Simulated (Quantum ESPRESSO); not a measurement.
# Y (P6_3/mmc) in Quantum ESPRESSO: convergence with wavefunction cutoff

Aim: find how far wavefunction cutoff must go before the results for Y settle, at PBEsol. This setting moves, with any that are tied to it; all else stays.

Program: Quantum ESPRESSO 7.5. These are calculated values, not measurements. Logs are shortened: lines on timing, memory, paths and dates and some standing lists are left out, and cuts for length are marked.

## 1. The structure

Symmetry: P6_3/mmc, No. 194, hexagonal system. Conventional cell: a = 3.647 Å, b = 3.647 Å, c = 5.731 Å, α = 90.00°, β = 90.00°, γ = 120.00°. Y (site symmetry -6m2) is surrounded by 12 Y at 3.56 to 3.65 Å.

## 2. With wavefunction cutoff 29 Ry

Input file pw.in:

```
&CONTROL
  calculation = 'scf'
  prefix = 'pwscf'
  outdir = './tmp'
  pseudo_dir = './pseudo'
  tprnfor = .true.
  tstress = .true.
  disk_io = 'nowf'
/
&SYSTEM
  ibrav = 0
  nat = 2
  ntyp = 1
  ecutwfc = 29
  nbnd = 18
  occupations = 'smearing'
  smearing = 'fd'
  degauss = 0.00367493
/
&ELECTRONS
  conv_thr = 4d-10
  electron_maxstep = 120
  mixing_beta = 0.5
/
ATOMIC_SPECIES
Y     88.9058 Y.upf
CELL_PARAMETERS angstrom
   3.6474000000    0.0000000000    0.0000000000
  -1.8237000000    3.1587410578    0.0000000000
   0.0000000000    0.0000000000    5.7306000000
ATOMIC_POSITIONS crystal
Y      0.6666666667    0.3333333333    0.7500000000
Y      0.3333333333    0.6666666667    0.2500000000
K_POINTS automatic
8 8 5 0 0 0
```

Potentials or basis: PseudoDojo 0.4 SR PBEsol stringent.

The run is started by

```console
> OMP_NUM_THREADS=1 pw.x -in pw.in > pw.out
```

Wall time 8.3 s (1 thread of Arm Neoverse V1, shared host); peak memory 0.05 GiB.

What came out:

```
Free energy            : -2213.4175 eV
Pressure               : -38.3 GPa
Band gap on the k mesh : none (metal or under the smearing width)
```

## 3. With wavefunction cutoff 36 Ry

Edit pw.in of step 2 so:

```diff
@@ -13,3 +13,3 @@
   ntyp = 1
-  ecutwfc = 29
+  ecutwfc = 36
   nbnd = 18
```

Potentials or basis: PseudoDojo 0.4 SR PBEsol stringent.

The run is started by

```console
> OMP_NUM_THREADS=1 pw.x -in pw.in > pw.out
```

Wall time 13 s (1 thread of Arm Neoverse V1, shared host); peak memory 0.05 GiB.

Results:

| Property | Result |
| --- | --- |
| Free energy | -2217.1246 eV |
| Pressure | -21.8 GPa |
| Band gap on the k mesh | none (metal or under the smearing width) |

## 4. With wavefunction cutoff 43 Ry

Edit pw.in of step 3 so:

```diff
@@ -13,3 +13,3 @@
   ntyp = 1
-  ecutwfc = 36
+  ecutwfc = 43
   nbnd = 18
```

The run is started by

```console
> OMP_NUM_THREADS=1 pw.x -in pw.in > pw.out
```

It took 13 s on 1 thread of Arm Neoverse V1, shared host; peak memory 0.05 GiB.

What came out:

- Free energy: -2218.6628 eV
- Pressure: -11.0 GPa
- Band gap on the k mesh: none (metal or under the smearing width)

## 5. With wavefunction cutoff 50 Ry

Edit pw.in of step 4 so:

```diff
@@ -13,3 +13,3 @@
   ntyp = 1
-  ecutwfc = 43
+  ecutwfc = 50
   nbnd = 18
```

The run is started by

```console
> OMP_NUM_THREADS=1 pw.x -in pw.in > pw.out
```

Run time: 16 s. Hardware: 1 thread of Arm Neoverse V1, shared host; peak memory 0.07 GiB.

Results:

```
Free energy            : -2219.2119 eV
Pressure               : -5.4 GPa
Band gap on the k mesh : none (metal or under the smearing width)
```

## 6. With wavefunction cutoff 58 Ry

Edit pw.in of step 5 so:

```diff
@@ -13,3 +13,3 @@
   ntyp = 1
-  ecutwfc = 50
+  ecutwfc = 58
   nbnd = 18
```

Potentials or basis: PseudoDojo 0.4 SR PBEsol stringent.

The run is started by

```console
> OMP_NUM_THREADS=1 pw.x -in pw.in > pw.out
```

Wall time 27 s (1 thread of Arm Neoverse V1, shared host); peak memory 0.08 GiB.

Results (log left out):

```yaml
Free_energy: -2219.3917 eV
Pressure: -2.9 GPa
Band_gap_on_the_k_mesh: none (metal or under the smearing width)
```

## 7. With wavefunction cutoff 65 Ry

Edit pw.in of step 6 so:

```diff
@@ -13,3 +13,3 @@
   ntyp = 1
-  ecutwfc = 58
+  ecutwfc = 65
   nbnd = 18
```

The run is started by

```console
> OMP_NUM_THREADS=1 pw.x -in pw.in > pw.out
```

It took 30 s on 1 thread of Arm Neoverse V1, shared host; peak memory 0.09 GiB.

The run converged. Its results:

- Free energy: -2219.4248 eV
- Pressure: -2.2 GPa
- Band gap on the k mesh: none (metal or under the smearing width)

## 8. With wavefunction cutoff 72 Ry

Edit pw.in of step 7 so:

```diff
@@ -13,3 +13,3 @@
   ntyp = 1
-  ecutwfc = 65
+  ecutwfc = 72
   nbnd = 18
```

The run is started by

```console
> OMP_NUM_THREADS=1 pw.x -in pw.in > pw.out
```

Run time: 33 s. Hardware: 1 thread of Arm Neoverse V1, shared host; peak memory 0.1 GiB.

It converged, with:

```yaml
Free_energy: -2219.4302 eV
Pressure: -2.0 GPa
Band_gap_on_the_k_mesh: none (metal or under the smearing width)
```

## 9. With wavefunction cutoff 86 Ry

Edit pw.in of step 8 so:

```diff
@@ -13,3 +13,3 @@
   ntyp = 1
-  ecutwfc = 72
+  ecutwfc = 86
   nbnd = 18
```

Potentials or basis: PseudoDojo 0.4 SR PBEsol stringent.

The run is started by

```console
> OMP_NUM_THREADS=1 pw.x -in pw.in > pw.out
```

It took 46 s on 1 thread of Arm Neoverse V1, shared host; peak memory 0.12 GiB.

Results (log left out):

```yaml
Free_energy: -2219.4308 eV
Pressure: -2.0 GPa
Band_gap_on_the_k_mesh: none (metal or under the smearing width)
```

## 10. With wavefunction cutoff 108 Ry

Edit pw.in of step 9 so:

```diff
@@ -13,3 +13,3 @@
   ntyp = 1
-  ecutwfc = 86
+  ecutwfc = 108
   nbnd = 18
```

Potentials or basis: PseudoDojo 0.4 SR PBEsol stringent.

The run is started by

```console
> OMP_NUM_THREADS=1 pw.x -in pw.in > pw.out
```

pw.out:

```text
This program is part of the open-source Quantum ESPRESSO suite
     for quantum simulation of materials; please cite
[... 9 lines left out ...]
     --------------------
     sticks:   dense  smooth     PW     G-vecs:    dense   smooth      PW
     Sum        1417    1417    397                67595    67595   10045

     Using Slab Decomposition

     bravais-lattice index     =            0
     lattice parameter (alat)  =       6.8926  a.u.
     unit-cell volume          =     445.5476 (a.u.)^3
     number of atoms/cell      =            2
     number of atomic types    =            1
     number of electrons       =        22.00
     number of Kohn-Sham states=           18
     kinetic-energy cutoff     =     108.0000  Ry
     charge density cutoff     =     432.0000  Ry
     scf convergence threshold =      4.0E-10
     mixing beta               =       0.5000
     number of iterations used =            8  plain     mixing
     Exchange-correlation= PBESOL
                           (   1   4  10   8   0   0   0)

     celldm(1)=   6.892587  celldm(2)=   0.000000  celldm(3)=   0.000000
     celldm(4)=   0.000000  celldm(5)=   0.000000  celldm(6)=   0.000000

     crystal axes: (cart. coord. in units of alat)
               a(1) = (   1.000000   0.000000   0.000000 )
               a(2) = (  -0.500000   0.866025   0.000000 )
               a(3) = (   0.000000   0.000000   1.571147 )

     reciprocal axes: (cart. coord. in units 2 pi/alat)
               b(1) = (  1.000000  0.577350 -0.000000 )
               b(2) = (  0.000000  1.154701  0.000000 )
               b(3) = (  0.000000 -0.000000  0.636478 )

     PseudoPot. # 1 for Y  read from file:
     Y.upf
     Pseudo is Norm-conserving + core correction, Zval = 11.0
     Generated using ONCVPSP code by D. R. Hamann
     Using radial grid of 1746 points,  6 beta functions with:
                l(1) =   0
                l(2) =   0
                l(3) =   1
                l(4) =   1
                l(5) =   2
                l(6) =   2

     atomic species   valence    mass     pseudopotential
     Y                11.00    88.90580     Y ( 1.00)

     24 Sym. Ops., with inversion, found (12 have fractional translation)

   Cartesian axes

     site n.     atom                  positions (alat units)
         1        Y      tau(   1) = (   0.5000000   0.2886751   1.1783599  )
         2        Y      tau(   2) = (  -0.0000000   0.5773503   0.3927866  )

     number of k points=    30  Fermi-Dirac smearing, width (Ry)=  0.0037
                       cart. coord. in units 2pi/alat
        k(    1) = (   0.0000000   0.0000000   0.0000000), wk =   0.0062500
        k(    2) = (   0.0000000   0.0000000   0.1272956), wk =   0.0125000
        k(    3) = (   0.0000000   0.0000000   0.2545911), wk =   0.0125000
        k(    4) = (   0.0000000   0.1443376   0.0000000), wk =   0.0375000
        k(    5) = (   0.0000000   0.1443376   0.1272956), wk =   0.0750000
        k(    6) = (   0.0000000   0.1443376   0.2545911), wk =   0.0750000
[... 22 lines left out ...]
        k(   29) = (   0.2500000   0.5773503   0.1272956), wk =   0.0750000
        k(   30) = (   0.2500000   0.5773503   0.2545911), wk =   0.0750000

     Dense  grid:    67595 G-vectors     FFT dimensions: (  45,  45,  72)

     Initial potential from superposition of free atoms

     starting charge      21.9918, renormalised to      22.0000
     Starting wfcs are   20 randomized atomic wfcs

     Self-consistent Calculation

     iteration #  1     ecut=   108.00 Ry     beta= 0.50
     Davidson diagonalization with overlap
     ethr =  1.00E-02,  avg # of iterations =  2.9

     Threshold (ethr) on eigenvalues was too large:
     Diagonalizing with lowered threshold

     Davidson diagonalization with overlap
     ethr =  3.16E-05,  avg # of iterations =  5.9

     total energy              =    -163.12407941 Ry
     estimated scf accuracy    <       0.01328674 Ry

     iteration #  2     ecut=   108.00 Ry     beta= 0.50
     Davidson diagonalization with overlap
     ethr =  6.04E-05,  avg # of iterations =  2.0

     total energy              =    -163.12503801 Ry
     estimated scf accuracy    <       0.00138421 Ry

     iteration #  3     ecut=   108.00 Ry     beta= 0.50
     Davidson diagonalization with overlap
     ethr =  6.29E-06,  avg # of iterations =  2.7

     total energy              =    -163.12518159 Ry
     estimated scf accuracy    <       0.00010536 Ry
[... 19 lines left out ...]
     total energy              =    -163.12519206 Ry
     estimated scf accuracy    <       0.00000017 Ry

     iteration #  7     ecut=   108.00 Ry     beta= 0.50
     Davidson diagonalization with overlap
     ethr =  7.58E-10,  avg # of iterations =  2.0

     total energy              =    -163.12519208 Ry
     estimated scf accuracy    <          1.7E-09 Ry

     iteration #  8     ecut=   108.00 Ry     beta= 0.50
     Davidson diagonalization with overlap
     ethr =  7.94E-12,  avg # of iterations =  3.8

     End of self-consistent calculation

          k = 0.0000 0.0000 0.0000 (  8447 PWs)   bands (ev):

   -33.2425 -33.1700 -13.5434 -13.0718 -13.0718 -12.9835 -12.9835 -12.9513
     4.6905   7.4941  10.2171  11.0890  11.0890  11.3762  11.6871  11.6871
    12.1269  12.1269

          k = 0.0000 0.0000 0.1273 (  8460 PWs)   bands (ev):

   -33.2356 -33.1770 -13.4897 -13.0634 -13.0634 -13.0110 -12.9920 -12.9920
     4.9473   7.2872  10.0415  10.9744  10.9744  11.1318  11.4848  11.4848
    12.5188  12.5188

          k = 0.0000 0.0000 0.2546 (  8514 PWs)   bands (ev):

   -33.2176 -33.1952 -13.3466 -13.1639 -13.0414 -13.0414 -13.0142 -13.0142
     5.6516   6.5777  10.0824  10.5693  10.9385  10.9385  11.1376  11.1376
    13.2895  13.2895
[... 43 lines left out ...]
          k = 0.0000 0.4330 0.1273 (  8432 PWs)   bands (ev):

   -33.1908 -33.1621 -13.4462 -13.3452 -13.2509 -13.1587 -13.0544 -13.0451
     7.0830   8.3015   8.8512   9.4542  10.6648  11.0502  11.1414  13.3585
    13.5852  13.7397

          k = 0.0000 0.4330 0.2546 (  8451 PWs)   bands (ev):

   -33.1819 -33.1710 -13.4608 -13.4176 -13.1437 -13.1239 -13.0805 -13.0723
     7.3635   7.8352   9.2485   9.5568  10.5249  10.7195  11.6829  12.4983
    13.8167  13.9479

          k = 0.0000-0.5774 0.0000 (  8412 PWs)   bands (ev):

   -33.1832 -33.1594 -13.4465 -13.3451 -13.2940 -13.1879 -13.1026 -13.0405
     7.6811   8.1714   8.5408   9.2452  10.7256  10.8152  11.3852  14.3566
    14.7057  14.8167

          k = 0.0000-0.5774 0.1273 (  8446 PWs)   bands (ev):

   -33.1809 -33.1617 -13.4826 -13.3914 -13.2286 -13.1741 -13.0829 -13.0548
     7.5647   8.1438   8.9190   9.1264  10.8349  11.0292  11.1310  13.8711
    14.4421  14.6787

          k = 0.0000-0.5774 0.2546 (  8454 PWs)   bands (ev):

   -33.1750 -33.1676 -13.5025 -13.4657 -13.1376 -13.1334 -13.0921 -13.0796
     7.5885   7.8724   9.2732   9.4173  10.7213  10.8094  11.6556  12.6447
    14.5093  14.5971

          k = 0.1250 0.2165 0.0000 (  8443 PWs)   bands (ev):

   -33.2216 -33.1633 -13.4659 -13.2016 -13.1708 -13.0900 -13.0163 -12.9901
     5.6204   8.3024   9.4563   9.8513  10.9438  11.1766  11.6317  12.0361
    12.1281  12.6618

          k = 0.1250 0.2165 0.1273 (  8468 PWs)   bands (ev):

   -33.2160 -33.1689 -13.4387 -13.1868 -13.1780 -13.1053 -13.0271 -13.0015
     5.8402   8.0981   9.2915   9.9327  10.8992  11.0816  11.4138  12.0520
    12.4168  12.8135

          k = 0.1250 0.2165 0.2546 (  8460 PWs)   bands (ev):
[... 65 lines left out ...]
          k = 0.2500 0.5774 0.1273 (  8439 PWs)   bands (ev):

   -33.1717 -33.1637 -13.4076 -13.3518 -13.3135 -13.1838 -13.1504 -13.0967
     8.3370   8.7992   8.8948   8.9748  10.2597  10.2603  11.5865  13.5075
    13.8492  14.3411

          k = 0.2500 0.5774 0.2546 (  8409 PWs)   bands (ev):

   -33.1692 -33.1661 -13.4372 -13.4195 -13.2849 -13.2307 -13.0731 -13.0538
     8.4148   8.6254   9.3093   9.3222   9.8436   9.8725  11.7938  12.4410
    13.9068  14.1009

     the Fermi energy is     9.3388 ev

!    total energy              =    -163.12519208 Ry
     estimated scf accuracy    <          3.2E-12 Ry
     smearing contrib. (-TS)   =      -0.00296628 Ry
     internal energy E=F+TS    =    -163.12222581 Ry

     The total energy is F=E-TS. E is the sum of the following terms:
     one-electron contribution =     -42.76181446 Ry
     hartree contribution      =      26.42338336 Ry
     xc contribution           =     -31.51226086 Ry
     ewald contribution        =    -115.27153385 Ry

     convergence has been achieved in   8 iterations

     Forces acting on atoms (cartesian axes, Ry/au):

     atom    1 type  1   force =    -0.00000000   -0.00000000    0.00000000
     atom    2 type  1   force =     0.00000000    0.00000000    0.00000000

     Total force =     0.000000     Total SCF correction =     0.000000

     Computing stress (Cartesian axis) and pressure

          total   stress  (Ry/bohr**3)                   (kbar)     P=      -20.04
  -0.00012576   0.00000000  -0.00000000          -18.50        0.00       -0.00
   0.00000000  -0.00012576  -0.00000000            0.00      -18.50       -0.00
   0.00000000   0.00000000  -0.00015708            0.00        0.00      -23.11

=------------------------------------------------------------------------------=
   JOB DONE.
=------------------------------------------------------------------------------=
```

Wall time 63 s (1 thread of Arm Neoverse V1, shared host); peak memory 0.16 GiB.

What came out:

```
Free energy            : -2219.4313 eV
Pressure               : -2.0 GPa
Band gap on the k mesh : none (metal or under the smearing width)
```

## 11. Summary

```csv
wavefunction cutoff,"energy less the tightest run, at zero smearing (meV/atom)",pressure (GPa),SCF cycles,CPU time (s),peak memory (GiB)
29 Ry,3006.99,-38.30,8,8.3,0.05
36 Ry,1153.38,-21.84,7,13,0.05
43 Ry,384.26,-10.99,7,13,0.05
50 Ry,109.69,-5.45,8,16,0.07
58 Ry,19.79,-2.88,8,27,0.08
65 Ry,3.23,-2.19,8,30,0.09
72 Ry,0.55,-2.02,8,33,0.1
86 Ry,0.26,-2.01,8,46,0.12
108 Ry,0.00,-2.00,8,63,0.16
```

Against the tightest run, the energy stays within 1 meV/atom from 72 Ry on; the pressure stays within 0.1 GPa from 72 Ry on. The tightest run that finished is the yardstick and may itself not be fully converged.
